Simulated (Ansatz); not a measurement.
Six crystals in the bcc structure, computed with PBE in Ansatz (plane waves, PAW datasets (generated hard set); cutoff 700 eV), no spin polarisation, no spin–orbit coupling, Fermi–Dirac smearing of 0.061 eV, k-spacing 0.11 to 0.12 Å⁻¹.

Task: Rank them by bulk modulus, stiffest first.
A. Sc
B. W
C. Zn
D. Ag
E. Pb
F. In

Result: B (301 GPa), D (89 GPa), C (64 GPa), A (53 GPa), E (38 GPa), F (34 GPa).

Model structures, not the usual forms at ambient conditions (metastable or hypothetical): Pb, In, Zn, Sc, Ag. Spin–orbit coupling is left out, which matters for 6p elements such as Tl, Pb and Bi.
